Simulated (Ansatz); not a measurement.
# TaRu4: the cost of one run

Program: Ansatz 0.2.0. Level of theory: DFT PBE, scalar-relativistic, plane waves, PAW. These are calculated values, not measurements.

### Step 1. The structure to begin with

It takes space group I4/mmm (No. 139, tetragonal). Conventional cell: a = 3.040 Å, b = 3.040 Å, c = 15.200 Å, α = 90.00°, β = 90.00°, γ = 90.00°. Ta (site symmetry 4/mmm) is surrounded by 8 Ru at 2.63 Å. Around Ru (site symmetry 4mm) lie 8 Ru at 2.63 Å. Around Ru (site symmetry 4mm) lie 4 Ta at 2.63 Å and 4 Ru at 2.63 Å.

Structure file:

```xyz
5
Lattice="-1.5200 1.5200 7.6002 1.5200 -1.5200 7.6002 1.5200 1.5200 -7.6002" Properties=species:S:1:pos:R:3 pbc="T T T"
Ta    0.0000    0.0000    0.0000
Ru    0.0000    0.0000   12.1603
Ru    0.0000    0.0000    6.0801
Ru    0.0000    0.0000    9.1202
Ru    0.0000    0.0000    3.0401
```

The start is an ordering of an alloy on its end members' structure types: elements ordered on the sites of the Mn type, Ru/Ta on Mn (I4/mmm, No. 139).

### Step 2. A first look at the guess

File input.yaml:

```yaml
crystal:
  lattice:
    - [-1.52003525, 1.52003525, 7.60017624]
    - [1.52003525, -1.52003525, 7.60017624]
    - [1.52003525, 1.52003525, -7.60017624]
  atoms:
    - { symbol: Ta, position: [0.0, 0.0, 0.0] }
    - { symbol: Ru, position: [0.8, 0.8, 0.0] }
    - { symbol: Ru, position: [0.4, 0.4, 0.0] }
    - { symbol: Ru, position: [0.6, 0.6, 0.0] }
    - { symbol: Ru, position: [0.2, 0.2, 0.0] }
basis:
  ecutwfc: 420
kpoints:
  mp_grid: { grid: [8, 8, 8] }
hamiltonian:
  xc: pbe
scf:
  occupations: { method: gaussian, width: 0.1 }
  lower_state_search: "off"
output:
  forces: true
  stress: true
  eigenvalues: true
```

Started as:

```console
> ansatz run input.yaml --threads 4 --pin off --max-ram 8192MiB --backend cpu --events-out ev --progress --plain --runs-dir out
```

What time and memory should one allow on 4 threads of Intel Xeon at 2.70GHz, shared host?

About 3.1 s, with a peak of 0.51 GiB.
